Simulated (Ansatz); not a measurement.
# KF (Carobbiite): equation of state with PBEsol

Crystal: KF (Carobbiite).

```
CELL_PARAMETERS angstrom
0.00000 2.67185 2.67185
2.67185 0.00000 2.67185
2.67185 2.67185 0.00000
ATOMIC_POSITIONS crystal
K 0.00000 0.00000 0.00000
F 0.50000 0.50000 0.50000
```

| Quantity | Value |
| --- | --- |
| Program | Ansatz 0.2.0 |
| Task | equation of state |
| Functional | PBEsol |
| Potentials or basis | Ansatz PAW |
| Cutoff | 420 eV |
| Density cutoff | 1680 eV |
| k mesh | 9 × 9 × 9 |
| Occupations | fermi-dirac, width 0.05 eV |
| Spin | no spin polarisation |

```
Equilibrium volume                      : 18.68 Å³/atom
Bulk modulus                            : 33 GPa
Pressure derivative of the bulk modulus : 4.9 (rough: it moves with the points fitted)
```

Energy against volume, from the lowest point:
```
volume (Å³/atom)  energy (meV/atom)
          17.929               3.39
          18.311               0.84
          18.692               0.00
          19.074               0.88
          19.455               3.13
          19.837               6.64
          20.218              11.28
```

All runs of the series together: 9.7 s on 2 threads of Arm Neoverse N1, with other jobs on the host.
